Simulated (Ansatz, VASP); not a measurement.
**HfN in VASP and in Ansatz**

```
CELL_PARAMETERS angstrom
3.06993 0.00000 0.00000
-1.53497 2.65864 0.00000
0.00000 0.00000 5.30619
ATOMIC_POSITIONS crystal
Hf 0.33333 0.66667 0.25000
Hf 0.66667 0.33333 0.75000
N 0.00000 0.00000 0.50000
N 0.00000 0.00000 0.00000
```

Change from the starting cell: volume scaled by 0.94.

Alike in both runs: task single point; functional PBEsol; k mesh 10 × 10 × 5; occupations fermi-dirac, width 0.05 eV; no spin polarisation.

|  | VASP | Ansatz |
| --- | --- | --- |
| version | VASP 6.6.1 | Ansatz 0.2.0 |
| potentials or method | VASP PAW PBE potentials, release 64 (Hf_pv, N), cutoff 520 eV | all-electron LAPW, scalar-relativistic |

Ansatz gave:

* gap on the k mesh at the Fermi level (eV): none
* pressure (GPa): 16.5
* largest component of the traceless stress (GPa): 0.50

Question: Which values does VASP return?

Answer: gap on the k mesh at the Fermi level (eV): none; pressure (GPa): 14.3; largest component of the traceless stress (GPa): 0.39.

A gap of «none» marks a metal or a gap that the smearing closes. Ansatz ran all-electron here, so the differences hold the error of VASP's frozen core and of both bases.

Caveats: the PAW data sets were made with another functional, which shifts forces and pressure a little (VASP). Spin-orbit coupling is left out, which matters for the levels of Hf.
